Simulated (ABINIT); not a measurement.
# Pd (P6_3/mmc) in ABINIT: notebook

The runs below take Pd through single point, with PBE.

Program: ABINIT 10.8.3 (patched build). These are calculated values, not measurements. Logs are shortened: lines on timing, memory, paths and dates and some standing lists are left out, and cuts for length are marked. The log counts tension as positive stress, the text compression.

### 1 The crystal as given

It takes space group P6_3/mmc (No. 194, hexagonal). The conventional cell has a = 2.784 Å, b = 2.784 Å, c = 4.629 Å, α = 90.00°, β = 90.00°, γ = 120.00°. Pd (site symmetry -6m2) has 12 Pd at 2.78 to 2.82 Å as nearest neighbours.

This isn't the form of Pd at room conditions, which is fcc.

### 2 Single point, PBE

run.abi reads:

```
# Pseudopotentials
pp_dirpath "./"
pseudos "Pd_ONCV_PBE-1.2.upf"

# Structure
acell 5.2603645593 5.2603645593 8.7473400302
rprim
     1.0000000000     0.0000000000     0.0000000000
    -0.5000000000     0.8660254038     0.0000000000
     0.0000000000     0.0000000000     1.0000000000
ntypat 1
znucl 46
natom 2
typat 1 1
xred
     0.3333333333     0.6666666667     0.2500000000
     0.6666666667     0.3333333333     0.7500000000

# Plane-wave basis
ecut 26.0

# k points
kptopt 1
ngkpt 11 11 6
nshiftk 1
shiftk 0.0 0.0 0.0

# Exchange and correlation
ixc 11

# Bands and occupations
nband 22
occopt 3
tsmear 0.00183747

# SCF cycle
nstep 100
tolvrs 1.0e-10

# Output
iomode 3
prtwf 0
prteig 0
prtebands 0
enunit 2
prtden 1
prtvha 1
prtvclmb 1
prtpot 1
prtelf 1
```

Potentials or basis: SG15 NC PBE v1.2.

Command:

```sh
$ abinit run.abi > log 2>&1
```

run.abo:

```text
.Version 10.8.3 of ABINIT
 Symmetries : space group P6_3/m m c (#194); Bravais hP (primitive hexag.)
================================================================================
 Values of the parameters that define the memory need of the present run
     intxc =       0    ionmov =       0      iscf =       7    lmnmax =       6
     lnmax =       6     mgfft =      45  mpssoang =       3    mqgrid =    3001
     natom =       2  nloc_mem =       1    nspden =       1   nspinor =       1
    nsppol =       1      nsym =      24    n1xccc =       0    ntypat =       1
    occopt =       3   xclevel =       2
       mpw =        1350          nfft =       32805          nkpt =          64
================================================================================
================================================================================

--------------------------------------------------------------------------------
------------- Echo of variables that govern the present computation ------------
--------------------------------------------------------------------------------
 -outvars: echo values of preprocessed input variables --------
            acell      5.2603645593E+00  5.2603645593E+00  8.7473400302E+00 Bohr
              amu      1.06420000E+02
             ecut      2.60000000E+01 Hartree
           enunit           2
                       outvar_i_n : Printing only first  50 k-points.
              ixc          11
                       outvar_i_n : Printing only first  50 k-points.
         kptrlatt       11    0    0      0   11    0      0    0    6
          kptrlen      5.24840402E+01
            natom           2
            nband          22
            ngfft          27      27      45
             nkpt          64
            nstep         100
             nsym          24
           ntypat           1
                       prtocc : prtvol=0, do not print more k-points.
           occopt           3
        prtebands           0
           prteig           0
           prtelf           1
           prtpot           1
         prtvclmb           1
           prtvha           1
            prtwf           0
            rprim      1.0000000000E+00  0.0000000000E+00  0.0000000000E+00
                      -5.0000000000E-01  8.6602540380E-01  0.0000000000E+00
                       0.0000000000E+00  0.0000000000E+00  1.0000000000E+00
          spgroup         194
           tolvrs      1.00000000E-10
           tsmear      1.83747000E-03 Hartree
            typat      1  1
                       outvars : Printing only first  50 k-points.
           xangst     -8.0542189207E-18  1.6071497625E+00  1.1572232492E+00
                       1.3918325220E+00  8.0357488124E-01  3.4716697476E+00
[... 119 lines left out ...]

 Mean square residual over all n,k,spin=   64.012E-08; max=  65.969E-05
 reduced coordinates (array xred) for    2 atoms
       0.333333333333      0.666666666667      0.250000000000
       0.666666666667      0.333333333333      0.750000000000
 rms dE/dt=  4.2940E-31; max dE/dt=  1.0518E-30; dE/dt below (all hartree)
    1       0.000000000000      0.000000000000      0.000000000000
    2       0.000000000000      0.000000000000      0.000000000000

 cartesian coordinates (angstrom) at end:
    1     -0.00000000000000     1.60714976247844     1.15722324921528
    2      1.39183252196745     0.80357488123922     3.47166974764583

 cartesian forces (hartree/bohr) at end:
    1     -0.00000000000000    -0.00000000000000     0.00000000000000
    2     -0.00000000000000    -0.00000000000000    -0.00000000000000
 frms,max,avg= 3.4711433E-32 6.0121965E-32   0.000E+00  0.000E+00  0.000E+00 h/b

 cartesian forces (eV/Angstrom) at end:
    1     -0.00000000000000    -0.00000000000000     0.00000000000000
    2     -0.00000000000000    -0.00000000000000    -0.00000000000000
 frms,max,avg= 1.7849336E-30 3.0915957E-30   0.000E+00  0.000E+00  0.000E+00 e/A
 length scales=  5.260364559300  5.260364559300  8.747340030200 bohr
              =  2.783665043935  2.783665043935  4.628892996861 angstroms
 Fermi (or HOMO) energy (hartree) =   0.43673   Average Vxc (hartree)=  -0.48541
 Eigenvalues (hartree) for nkpt=  64  k points:
 kpt#   1, nband= 22, wtk=  0.00138, kpt=  0.0000  0.0000  0.0000 (reduced coord)
  -2.65174   -2.65030   -1.39526   -1.38678   -1.38678   -1.38516   -1.38516   -1.38344
   0.18829    0.25559    0.33691    0.34371    0.34371    0.35571    0.35571    0.37945
   0.37945    0.42826    0.42826    0.47261    0.68079    1.07075
      occupation numbers for kpt#   1
   2.00000    2.00000    2.00000    2.00000    2.00000    2.00000    2.00000    2.00000
   2.00000    2.00000    2.00000    2.00000    2.00000    2.00000    2.00000    2.00000
   2.00000    1.98028    1.98028    0.00000    0.00000    0.00000
 prteigrs : prtvol=0 or 1, do not print more k-points.

 Fermi (or HOMO) energy (eV) =  11.88407   Average Vxc (eV)= -13.20872
 Eigenvalues (   eV  ) for nkpt=  64  k points:
 kpt#   1, nband= 22, wtk=  0.00138, kpt=  0.0000  0.0000  0.0000 (reduced coord)
 -72.15752  -72.11840  -37.96709  -37.73621  -37.73621  -37.69212  -37.69212  -37.64537
   5.12363    6.95494    9.16774    9.35288    9.35288    9.67930    9.67930   10.32540
  10.32540   11.65361   11.65361   12.86048   18.52527   29.13672
 prteigrs : prtvol=0 or 1, do not print more k-points.

--- !EnergyTerms
iteration_state     : {dtset: 1, }
comment             : Components of total free energy in Hartree
kinetic             :  8.53687180009229E+01
hartree             :  5.12453325941350E+01
xc                  : -2.48187821366015E+01
Ewald energy        : -1.98463701987193E+02
psp_core            :  9.06179688135093E+00
local_psp           : -1.81408736097900E+02
non_local_psp       :  5.62798235251132E+00
internal            : -2.53387390392774E+02
'-kT*entropy'       : -1.77452097664447E-03
total_energy        : -2.53389164913750E+02
total_energy_eV     : -6.89507043701464E+03
band_energy         : -2.03092688935706E+01
...

 Cartesian components of stress tensor (hartree/bohr^3)
  sigma(1 1)=  5.66039963E-05  sigma(3 2)=  0.00000000E+00
  sigma(2 2)=  5.66039948E-05  sigma(3 1)=  0.00000000E+00
  sigma(3 3)=  4.87894977E-05  sigma(2 1)=  0.00000000E+00

-Cartesian components of stress tensor (GPa)         [Pressure= -1.5887E+00 GPa]
- sigma(1 1)=  1.66534707E+00  sigma(3 2)=  0.00000000E+00
- sigma(2 2)=  1.66534702E+00  sigma(3 1)=  0.00000000E+00
- sigma(3 3)=  1.43543658E+00  sigma(2 1)=  0.00000000E+00

== END DATASET(S) ==============================================================
================================================================================

 -outvars: echo values of variables after computation  --------
            acell      5.2603645593E+00  5.2603645593E+00  8.7473400302E+00 Bohr
           etotal     -2.5338916491E+02
            fcart     -0.0000000000E+00 -0.0000000000E+00  6.0121964887E-32
                      -0.0000000000E+00 -0.0000000000E+00 -6.0121964887E-32
            rprim      1.0000000000E+00  0.0000000000E+00  0.0000000000E+00
                      -5.0000000000E-01  8.6602540380E-01  0.0000000000E+00
                       0.0000000000E+00  0.0000000000E+00  1.0000000000E+00
           strten      5.6603996347E-05  5.6603994791E-05  4.8789497731E-05
                       0.0000000000E+00  0.0000000000E+00  0.0000000000E+00
           xangst     -8.0542189207E-18  1.6071497625E+00  1.1572232492E+00
                       1.3918325220E+00  8.0357488124E-01  3.4716697476E+00
             xred      3.3333333333E-01  6.6666666667E-01  2.5000000000E-01
                       6.6666666667E-01  3.3333333333E-01  7.5000000000E-01
 Calculation completed.
```

Run time: 44 s. Hardware: 1 thread of Arm Neoverse V2, shared host; peak memory 0.08 GiB.

Results:

```yaml
Free_energy: -6895.0704 eV
Pressure: -1.6 GPa
Band_gap_on_the_k_mesh: none (metal or under the smearing width)
Valence_electrons_inside_the_program's_atomic_spheres: Pd 15.24 (radii [1.0584] Å)
```

Levels at points of the mesh, in eV from the Fermi level:
```csv
k point,band 16,band 17,band 18,band 19,band 20,band 21
"(0.00, 0.00, 0.00)",-1.56,-1.56,-0.23,-0.23,0.98,6.64
"(0.00, 0.00, 0.50)",-2.57,-0.66,-0.66,-0.66,-0.66,13.74
```

### 3 Single point, PBE

run.abi, as its differences from that of step 2:

```diff
@@ -2,3 +2,3 @@
 pp_dirpath "./"
-pseudos "Pd_ONCV_PBE-1.2.upf"
+pseudos "Pd.upf"
 
@@ -19,3 +19,3 @@
 # Plane-wave basis
-ecut 26.0
+ecut 41.0
```

Potentials or basis: Ansatz NC PBE.

Command:

```sh
$ abinit run.abi > log 2>&1
```

Wall time 93 s (1 thread of Arm Neoverse V2, shared host); peak memory 0.12 GiB.

The run converged. Its results:

```
Free energy                                           : -7371.3572 eV
Pressure                                              : -1.5 GPa
Band gap on the k mesh                                : none (metal or under the smearing width)
Valence electrons inside the program's atomic spheres : Pd 15.23 (radii [1.0584] Å)
```

Stress tensor (GPa, compression positive):
```
-1.57  0.00  0.00
 0.00 -1.57  0.00
 0.00  0.00 -1.26
```

Levels at points of the mesh, in eV from the Fermi level:
```
           k point  band 16  band 17  band 18  band 19  band 20  band 21
(0.00, 0.00, 0.00)    -1.57    -1.57    -0.23    -0.23     0.96     6.64
(0.00, 0.00, 0.50)    -2.58    -0.66    -0.66    -0.66    -0.66    13.68
```

### 4 Single point, PBE

run.abi, as its differences from that of step 3:

```diff
@@ -2,3 +2,3 @@
 pp_dirpath "./"
-pseudos "Pd.upf"
+pseudos "46_Pd_18_1.9_2.2_pbe_n_v1.0.psp8"
 
@@ -19,3 +19,3 @@
 # Plane-wave basis
-ecut 41.0
+ecut 26.0
```

Potentials or basis: SPMS NC PBE v1.0.

Command:

```sh
$ abinit run.abi > log 2>&1
```

It took 42 s on 1 thread of Arm Neoverse V2, shared host; peak memory 0.08 GiB.

It converged, with:

```yaml
Free_energy: -7267.6751 eV
Pressure: -0.9 GPa
Band_gap_on_the_k_mesh: none (metal or under the smearing width)
Valence_electrons_inside_the_program's_atomic_spheres: Pd 15.22 (radii [1.0584] Å)
```

Stress tensor (GPa, compression positive):
```
-0.96  0.00  0.00
 0.00 -0.96  0.00
 0.00  0.00 -0.68
```

Levels at points of the mesh, in eV from the Fermi level:
```
           k point  band 16  band 17  band 18  band 19  band 20  band 21
(0.00, 0.00, 0.00)    -1.57    -1.57    -0.23    -0.23     0.92     6.62
(0.00, 0.00, 0.50)    -2.59    -0.66    -0.66    -0.66    -0.66    13.74
```

### 5 Single point, PBE

run.abi, as its differences from that of step 4:

```diff
@@ -2,3 +2,3 @@
 pp_dirpath "./"
-pseudos "46_Pd_18_1.9_2.2_pbe_n_v1.0.psp8"
+pseudos "Pd.GGA_PBE-JTH.xml"
 
@@ -19,3 +19,5 @@
 # Plane-wave basis
-ecut 26.0
+ecut 22.0
+pawecutdg 44.0
+pawxcdev 0
 
@@ -37,3 +39,3 @@
 nstep 100
-tolvrs 1.0e-10
+tolvrs 1.0e-9
 
@@ -49,2 +51 @@
 prtpot 1
-prtelf 1
```

Potentials or basis: JTH PAW PBE v2.0.

Command:

```sh
$ abinit run.abi > log 2>&1
```

Wall time 69 s (1 thread of Arm Neoverse V2, shared host); peak memory 0.15 GiB.

It converged, with:

* Free energy: -7010.6732 eV
* Pressure: -1.6 GPa
* Band gap on the k mesh: none (metal or under the smearing width)
* Valence electrons inside the program's atomic spheres: Pd 16.85 (radii [1.3291] Å)

Stress tensor (GPa, compression positive):
```
-1.69  0.00  0.00
 0.00 -1.69  0.00
 0.00  0.00 -1.46
```

Levels at points of the mesh, in eV from the Fermi level:
| k point | band 16 | band 17 | band 18 | band 19 | band 20 | band 21 |
| --- | --- | --- | --- | --- | --- | --- |
| (0.00, 0.00, 0.00) | -1.57 | -1.57 | -0.23 | -0.23 | 1.01 | 6.60 |
| (0.00, 0.00, 0.50) | -2.58 | -0.66 | -0.66 | -0.66 | -0.66 | 13.64 |

### 6 The runs side by side

| potentials or basis | cutoff (eV) | fine-grid cutoff | gap on the mesh (eV) | pressure (GPa) |
| --- | --- | --- | --- | --- |
| SG15 NC PBE v1.2 | 707 | - | none | -1.6 |
| Ansatz NC PBE | 1116 | - | none | -1.5 |
| SPMS NC PBE v1.0 | 707 | - | none | -0.9 |
| JTH PAW PBE v2.0 | 599 | 1197.3 eV | none | -1.6 |

Alike in all rows: task single point; level PBE; no spin polarisation; cell as given; k mesh 11 × 11 × 6; smearing fermi-dirac 0.05 eV.

Absolute energies hang on the potentials; compare differences alone.
